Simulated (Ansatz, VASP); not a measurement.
**TiHg in two plane-wave programs**

One calculation is typed for both programs; each brings its own data sets and cutoff. How far apart do they land? The structure shown is the end of the VASP relaxation below.

Main program and level: Ansatz 0.2.0; plane waves, with VASP 6.6.1 beside it; single point at PBEsol.

### 1. The structure

The cell holds 6 atoms: 3 Ti and 3 Hg. Its edges and angles: a = 3.009 Å, b = 3.009 Å, c = 25.102 Å, α = 90.0°, β = 90.0°, γ = 90.0°. It derives from TiHg. The (0 0 1) slab of TiHg, cut from the database cell (so at first; earlier steps may have moved the atoms). Vacuum lies along c.

As a file:

```
Ti Hg
1.0
     3.00900    0.00000    0.00000
     0.00000    3.00900    0.00000
     0.00000    0.00000   25.10250
Ti Hg
3 3
Direct
  0.50000 0.50000 0.29878
  0.50000 0.50000 0.45976
  0.50000 0.50000 0.61734
  0.00000 0.00000 0.37927
  0.00000 0.00000 0.53839
  0.00000 0.00000 0.69379
```

### 2. VASP: relaxation, PBEsol

This run makes the geometry at which the two programs are then compared.

Lines of VASP's logs that name or quote its potential files are left out, and so is its time.

Input file INCAR:

```
SYSTEM = TiHg
PREC = Normal
ENCUT = 300
EDIFF = 1E-05
NELM = 120
ISMEAR = 1
SIGMA = 0.2
LREAL = .FALSE.
ALGO = Fast
GGA = PS
NBANDS = 44
LORBIT = 11
LWAVE = .FALSE.
LCHARG = .FALSE.
KPAR = 2
IBRION = 2
NSW = 40
ISIF = 2
EDIFFG = -0.03
POTIM = 0.4
MAXMIX = 40
IDIPOL = 3
LDIPOL = .TRUE.
DIPOL = 0.5 0.5 0.5
```

Input file POSCAR:

```
TiHg
1.0
    3.0090000000      0.0000000000      0.0000000000
    0.0000000000      3.0090000000      0.0000000000
    0.0000000000      0.0000000000     25.1025000000
Ti Hg
3 3
Selective dynamics
Direct
    0.5000000000      0.5000000000      0.2987750200  F F F
    0.5000000000      0.5000000000      0.4597550000  F F F
    0.5000000000      0.5000000000      0.6207349900  T T T
    0.0000000000      0.0000000000      0.3792650100  F F F
    0.0000000000      0.0000000000      0.5402450000  T T T
    0.0000000000      0.0000000000      0.7012249800  T T T
```

Input file KPOINTS:

```
Automatic mesh
0
Gamma
9 9 1
0 0 0
```

PAW data sets: Ti_sv and Hg (PBE family, release 64).

Started as:

```
mpirun -np 2 vasp_std
```

Numbers of over 12 decimals in the logs are rounded to 6 here.

Log:

```text
[banner, memory and clock lines left out]
running    2 mpi-ranks, on    1 nodes
 distrk:  each k-point on    1 cores,    2 groups
 distr:  one band on    1 cores,    1 groups

 POSCAR found type information on POSCAR TiHg
 POSCAR found :  2 types and       6 ions
|                                                                             |
|               ----> ADVICE to this user running VASP <----                  |
|                                                                             |
|     You enforced a specific xc type in the INCAR file but a different       |
|     [... a line on the potential file left out ...]
|     I HOPE YOU KNOW WHAT YOU ARE DOING!                                     |
|                                                                             |

 LDA part: xc-table for (Slater+PW92), standard interpolation
 POSCAR, INCAR and KPOINTS ok, starting setup
 FFT: planning ... GRIDC
 FFT: planning ... GRID_SOFT
 FFT: planning ... GRID
 WAVECAR not read
 entering main loop
       N       E                     dE             d eps       ncg     rms          rms(c)
DAV:   1     0.624302016690E+03    0.62430E+03   -0.29111E+04  1560   0.114E+03
DAV:   2     0.391888294334E+02   -0.58511E+03   -0.57245E+03  1412   0.402E+02
DAV:   3    -0.202547184772E+02   -0.59444E+02   -0.58577E+02  2028   0.117E+02
DAV:   4    -0.289205331619E+02   -0.86658E+01   -0.86183E+01  2120   0.324E+01
DAV:   5    -0.295830290470E+02   -0.66250E+00   -0.66220E+00  1864   0.753E+00    0.173E+01
RMM:   6    -0.414221698289E+02   -0.11839E+02   -0.36456E+01  1598   0.262E+01    0.248E+01
RMM:   7    -0.572443679899E+02   -0.15822E+02   -0.30208E+01  1591   0.154E+01    0.263E+01
RMM:   8    -0.346676736305E+02    0.22577E+02   -0.20944E+01  1636   0.150E+01    0.227E+01
RMM:   9    -0.274689633410E+02    0.71987E+01   -0.31401E+00  1553   0.913E+00    0.110E+01
RMM:  10    -0.268051902384E+02    0.66377E+00   -0.19350E+00  1705   0.621E+00    0.827E+00
RMM:  11    -0.264771308606E+02    0.32806E+00   -0.73342E-01  1677   0.310E+00    0.830E+00
RMM:  12    -0.254420562196E+02    0.10351E+01   -0.68125E-01  1839   0.273E+00    0.291E+00
RMM:  13    -0.253649326374E+02    0.77124E-01   -0.16800E-01  1879   0.131E+00    0.158E+00
RMM:  14    -0.253581697215E+02    0.67629E-02   -0.92849E-02  1842   0.915E-01    0.114E+00
RMM:  15    -0.253676877816E+02   -0.95181E-02   -0.36782E-02  1878   0.782E-01    0.124E+00
RMM:  16    -0.253580187475E+02    0.96690E-02   -0.29639E-02  2026   0.570E-01    0.869E-01
RMM:  17    -0.253527524761E+02    0.52663E-02   -0.16513E-02  2059   0.343E-01    0.177E-01
WARNING in EDDRMM: call to ZHEGV failed, returncode =   8  4     26
RMM:  18    -0.253533465584E+02   -0.59408E-03   -0.98829E-03  1970   0.284E-01    0.125E-01
RMM:  19    -0.253540198596E+02   -0.67330E-03   -0.73561E-03  2024   0.191E-01    0.106E-01
RMM:  20    -0.253543619394E+02   -0.34208E-03   -0.34607E-03  1887   0.143E-01    0.935E-02
RMM:  21    -0.253546003060E+02   -0.23837E-03   -0.31415E-03  1759   0.117E-01    0.399E-02
WARNING in EDDRMM: call to ZHEGV failed, returncode =   8  4      9
RMM:  22    -0.253547801084E+02   -0.17980E-03   -0.18755E-03  1573   0.960E-02    0.124E-02
RMM:  23    -0.253549679474E+02   -0.18784E-03   -0.17409E-03  1547   0.832E-02    0.150E-02
RMM:  24    -0.253550786077E+02   -0.11066E-03   -0.10055E-03  1427   0.714E-02    0.767E-03
RMM:  25    -0.253551846600E+02   -0.10605E-03   -0.96766E-04  1432   0.640E-02    0.569E-03
RMM:  26    -0.253552448740E+02   -0.60214E-04   -0.59748E-04  1266   0.552E-02    0.508E-03
RMM:  27    -0.253553049615E+02   -0.60088E-04   -0.56994E-04  1298   0.506E-02    0.444E-03
RMM:  28    -0.253553455056E+02   -0.40544E-04   -0.37524E-04  1210   0.458E-02    0.287E-03
RMM:  29    -0.253553859494E+02   -0.40444E-04   -0.35276E-04  1282   0.429E-02    0.234E-03
RMM:  30    -0.253554144519E+02   -0.28503E-04   -0.24584E-04  1272   0.399E-02    0.239E-03
RMM:  31    -0.253554354982E+02   -0.21046E-04   -0.21743E-04  1116   0.360E-02    0.220E-03
RMM:  32    -0.253554490689E+02   -0.13571E-04   -0.15616E-04  1044   0.336E-02    0.266E-03
RMM:  33    -0.253554613263E+02   -0.12257E-04   -0.14339E-04  1058   0.317E-02    0.355E-03
RMM:  34    -0.253554696314E+02   -0.83050E-05   -0.99329E-05   977   0.297E-02
   1 F= -.25355470E+02 E0= -.25351290E+02  d E =-.253555E+02
[...]
2 F= -.25361453E+02 E0= -.25357229E+02  d E =-.598302E-02
[...]
3 F= -.25367506E+02 E0= -.25363133E+02  d E =-.120364E-01
[...]
WARNING in EDDRMM: call to ZHEGV failed, returncode =   6  3     34
[...]
WARNING in EDDRMM: call to ZHEGV failed, returncode =   6  3     37
[...]
4 F= -.25371943E+02 E0= -.25367428E+02  d E =-.164735E-01
 curvature:  -0.88 expect dE=-0.365E-02 dE for cont linesearch -0.776E-03
 ZBRENT: bracketing found
 ZBRENT: interpolating
 opt :   3.9884  next Energy=   -25.373615 (dE=-0.181E-01)
 bond charge predicted
       N       E                     dE             d eps       ncg     rms          rms(c)
DAV:   1    -0.253674328996E+02    0.45186E-02   -0.36634E+00  1484   0.974E+00    0.446E-01
RMM:   2    -0.253705236268E+02   -0.30907E-02   -0.52850E-02  1569   0.113E+00    0.374E-01
RMM:   3    -0.253722041705E+02   -0.16805E-02   -0.75037E-03  1665   0.416E-01    0.386E-01
RMM:   4    -0.253718027366E+02    0.40143E-03   -0.24985E-03  1830   0.195E-01    0.348E-01
RMM:   5    -0.253710486756E+02    0.75406E-03   -0.14876E-03  1815   0.134E-01    0.289E-01
RMM:   6    -0.253707025107E+02    0.34616E-03   -0.84686E-04  1789   0.833E-02    0.258E-01
RMM:   7    -0.253705215839E+02    0.18093E-03   -0.40071E-04  1553   0.560E-02    0.239E-01
RMM:   8    -0.253695170230E+02    0.10046E-02   -0.16723E-03  1892   0.130E-01    0.142E-01
RMM:   9    -0.253693903888E+02    0.12663E-03   -0.96152E-04  1677   0.663E-02    0.106E-01
RMM:  10    -0.253691789087E+02    0.21148E-03   -0.83291E-04  1838   0.932E-02    0.547E-02
RMM:  11    -0.253692074326E+02   -0.28524E-04   -0.66015E-04  1577   0.567E-02    0.420E-02
RMM:  12    -0.253692203984E+02   -0.12966E-04   -0.14519E-04  1295   0.384E-02    0.354E-02
RMM:  13    -0.253692417462E+02   -0.21348E-04   -0.15162E-04  1284   0.324E-02    0.327E-02
WARNING in EDDRMM: call to ZHEGV failed, returncode =   8  4     17
RMM:  14    -0.253692503418E+02   -0.85956E-05   -0.60181E-05  1164   0.262E-02
   5 F= -.25369250E+02 E0= -.25364553E+02  d E =-.137807E-01
 curvature:  -1.89 expect dE=-0.306E-02 dE for cont linesearch -0.478E-06
 trial: gam= 0.23825 g(F)=  0.162E-02 g(S)=  0.000E+00 ort = 0.410E-04 (trialstep = 0.160E+01)
 search vector abs. value=  0.202E-02
 bond charge predicted
       N       E                     dE             d eps       ncg     rms          rms(c)
DAV:   1    -0.253680418013E+02    0.11999E-02   -0.13511E+00  1488   0.683E+00    0.116E-01
RMM:   2    -0.253710163909E+02   -0.29746E-02   -0.30968E-02  1587   0.847E-01    0.915E-02
RMM:   3    -0.253714152998E+02   -0.39891E-03   -0.42285E-03  1672   0.315E-01    0.885E-02
RMM:   4    -0.253714968202E+02   -0.81520E-04   -0.14557E-03  1810   0.166E-01    0.740E-02
RMM:   5    -0.253715690907E+02   -0.72270E-04   -0.93695E-04  1742   0.108E-01    0.716E-02
RMM:   6    -0.253715197216E+02    0.49369E-04   -0.31631E-04  1629   0.633E-02    0.572E-02
[... the rest is left out ...]
```

From OUTCAR (step 2):

```text
ion  position               nearest neighbor table
   1  0.500  0.500  0.299-   4 2.93   4 2.93   4 2.93   4 2.93
   2  0.500  0.500  0.460-   4 2.93   4 2.93   4 2.93   4 2.93   5 2.93   5 2.93   5 2.93   5 2.93

  LATTYP: Found a simple tetragonal cell.
 ALAT       =     3.0090000000
 C/A-ratio  =     8.3424725823

 Subroutine GETGRP returns: Found  8 space group operations
 (whereof  8 operations were pure point group operations)

The static configuration has the point symmetry C_4v.

 Found     15 irreducible k-points:

   k-points           NKPTS =     15   k-points in BZ     NKDIM =     15   number of bands    NBANDS=     44

   dimension x,y,z NGX =    14 NGY =   14 NGZ =  108
   dimension x,y,z NGXF=    28 NGYF=   28 NGZF=  216

   ENCUT  =  300.0 eV  22.05 Ry    4.70 a.u.   4.25  4.25 35.45*2*pi/ulx,y,z

   NELECT =      72.0000    total number of electrons

 k-points in reciprocal lattice and weights: Automatic mesh
   0.00000000  0.00000000  0.00000000       0.012
   0.11111111  0.00000000  0.00000000       0.049
   0.22222222  0.00000000  0.00000000       0.049
   0.33333333  0.00000000  0.00000000       0.049
   0.44444444  0.00000000  0.00000000       0.049
   0.11111111  0.11111111  0.00000000       0.049
   0.22222222  0.11111111  0.00000000       0.099
   0.33333333  0.11111111  0.00000000       0.099
   0.44444444  0.11111111  0.00000000       0.099
[...]
0.44444444  0.33333333  0.00000000       0.099
   0.44444444  0.44444444  0.00000000       0.049

 dipolmoment           0.000000      0.000000      0.008730 electrons x Angstroem

 average (electrostatic) potential at core
       1 -80.0174       2 -79.8495       3 -79.8028       4 -42.6629       5 -42.7289
       6 -42.6174

 E-fermi :   0.9668

 k-point     1 :       0.0000    0.0000    0.0000
  band No.  band energies     occupation
    ...
     32      -1.4899      2.00000
     33       0.0480      2.00000
     34       0.2648      2.00001
     35       0.3550      2.00013
     36       0.4780      2.00296
     37       1.0355      0.45459
     38       1.8563     -0.00000
     39       1.8854     -0.00000
     40       2.1630     -0.00000
     41       2.2624     -0.00000
    ...

 k-point     2 :       0.1111    0.0000    0.0000
  band No.  band energies     occupation
    ...
     32      -1.3051      2.00000
     33       0.1237      2.00000
     34       0.4059      2.00053
     35       0.4691      2.00244
     36       0.5739      2.01791
     37       1.0620      0.28658
     38       1.6022     -0.00007
     39       1.6675     -0.00001
     40       1.8843     -0.00000
     41       2.3255     -0.00000
    ...

 k-point     3 :       0.2222    0.0000    0.0000
  band No.  band energies     occupation
    ...
     33       0.2308      2.00000
     34       0.7093      2.06980
     35       0.7150      2.07057
     36       0.7980      2.00094
     37       0.8890      1.60604
     38       1.1340      0.00260
     39       1.3775     -0.01340
     40       1.9512     -0.00000
     41       2.5272     -0.00000
     42       2.5608     -0.00000
    ...

  Total       -2.8099045     -2.8099045     -1.3780017      0.0000000      0.0000000     -0.0000000
  in kB      -19.8080078    -19.8080078     -9.7140197      0.0000000      0.0000000     -0.0000000
  external PRESSURE =     -16.4433451 kB  Pullay stress =       0.0000000 kB

  energy-cutoff  :      300.00
  volume of cell :      227.28
      direct lattice vectors                 reciprocal lattice vectors
     3.009000000  0.000000000  0.000000000     0.332336324  0.000000000  0.000000000
     0.000000000  3.009000000  0.000000000     0.000000000  0.332336324  0.000000000
     0.000000000  0.000000000 25.102500000     0.000000000  0.000000000  0.039836670

 POSITION                                       TOTAL-FORCE (eV/Angst)
 -----------------------------------------------------------------------------------
      1.50450      1.50450      7.50000        -0.000000      0.000000      0.259559
      1.50450      1.50450     11.54100        -0.000000     -0.000000     -0.149789
      1.50450      1.50450     15.49690        -0.000000      0.000000     -0.003441
      0.00000      0.00000      9.52050        -0.000000     -0.000000     -0.097595
      0.00000      0.00000     13.51485         0.000000      0.000000     -0.007293
      0.00000      0.00000     17.41587        -0.000000      0.000000     -0.001441
 -----------------------------------------------------------------------------------
    total drift:                                0.000000      0.000000     -0.009552

  FREE ENERGIE OF THE ION-ELECTRON SYSTEM (eV)
  ---------------------------------------------------
  free  energy   TOTEN  =       -25.3840786174 eV

  energy  without entropy=      -25.3727683426  energy(sigma->0) =      -25.38030853

 reached required accuracy - stopping structural energy minimisation

 vacuum level on the upper side and lower side of the slab         5.003         4.811

 total charge
# of ion       s       p       d       tot
------------------------------------------
    1        2.182   6.039   1.871  10.093
    2        2.171   6.092   1.884  10.147
    3        2.174   6.090   1.915  10.179
    4        0.847   0.608   9.202  10.657
    5        0.853   0.630   9.203  10.686
    6        0.861   0.419   9.260  10.539
--------------------------------------------------
tot          9.087  19.879  33.335  62.301

[... 3 further parts left out ...]
```

CONTCAR:

```
TiHg
   1.00000000000000
     3.0089999999999999    0.0000000000000000    0.0000000000000000
     0.0000000000000000    3.0089999999999999    0.0000000000000000
     0.0000000000000000    0.0000000000000000   25.1024999999999991
  Ti              Hg
     3     3
Selective dynamics
Direct
     0.5000000000000000    0.5000000000000000    0.2987750200000008   F   F   F
     0.5000000000000000    0.5000000000000000    0.4597550000000012   F   F   F
     0.5000000000000000    0.5000000000000000    0.6173447037243175   T   T   T
     0.0000000000000000    0.0000000000000000    0.3792650099999975   F   F   F
     0.0000000000000000    0.0000000000000000    0.5383864910902838   T   T   T
     0.0000000000000000    0.0000000000000000    0.6937903930372966   T   T   T
```

The run keeps the 8 symmetry operations of its start, so it cannot find a distortion of lower symmetry.

(Part 1 of 2 ends here.)

[Lines on the potential files, build, host, timing and source positions are cut from VASP's logs without a mark.]

[Logs are printed without paths, hosts, clocks, repeated set-up lines and the standing remarks that a program may print on its own settings, such as how far it seeks lower states.]

[Hosts, paths, dates, database ids (printed as entryN), source tags and the programs' standing remarks are cut or masked in the printed files.]
